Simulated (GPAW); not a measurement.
The system is TiO.

```
Ti O
1.0
     3.03100    0.00000    0.00000
    -1.51550    2.62492    0.00000
     0.00000    0.00000    3.23770
Ti O
1 1
Direct
  0.66667 0.33333 0.00000
  0.00000 0.00000 0.50000
```

```yaml
Program: GPAW 26.7.0
Task: relaxation of cell and atoms
Functional: PBEsol
Dispersion: D3
Potentials_or_basis: PAW data sets generated in the run's folder for this functional
Cutoff: 800 eV
Basis: pw
k_mesh: 9 × 9 × 7
Occupations: fermi-dirac, width 0.05 eV
Spin: no spin polarisation
```

At the start: pressure -43.1 GPa; volume 12.88 Å³/atom.

Task: Where does the relaxation end?

Result: Over 7 steps the energy falls by 665.3 meV/atom and the volume is 9.34 Å³/atom (-27.5 %); space group P-6m2 (No. 187, to 0.05 Å).

Step by step:
| step | energy change (eV) | largest force (eV/Å) | pressure (GPa) | volume (Å³) |
| --- | --- | --- | --- | --- |
| 1 | 0.0000 | 0.0000 | -43.11 | 25.76 |
| 2 | -0.4952 | 0.0000 | -39.21 | 23.92 |
| 3 | -1.3233 | 0.0000 | -5.14 | 19.03 |
| 4 | -1.3283 | 0.0000 | 2.33 | 18.50 |
| 5 | -1.3299 | 0.0000 | 0.30 | 18.64 |
| 6 | -1.3302 | 0.0000 | 0.04 | 18.66 |
| 7 | -1.3306 | 0.0000 | -0.17 | 18.68 |

Final structure:
```
Ti O
1.0
     2.77668    0.00000    0.00000
    -1.38834    2.40468    0.00000
     0.00000    0.00000    2.79821
Ti O
1 1
Direct
  0.66667 0.33333 0.00000
  0.00000 0.00000 0.50000
```

Caveat: later steps reuse the first step's grids; the volume moved by over 15 % at a fixed basis, so the end points are rough; pairwise dispersion overbinds metals, which lowers pressure and volume.
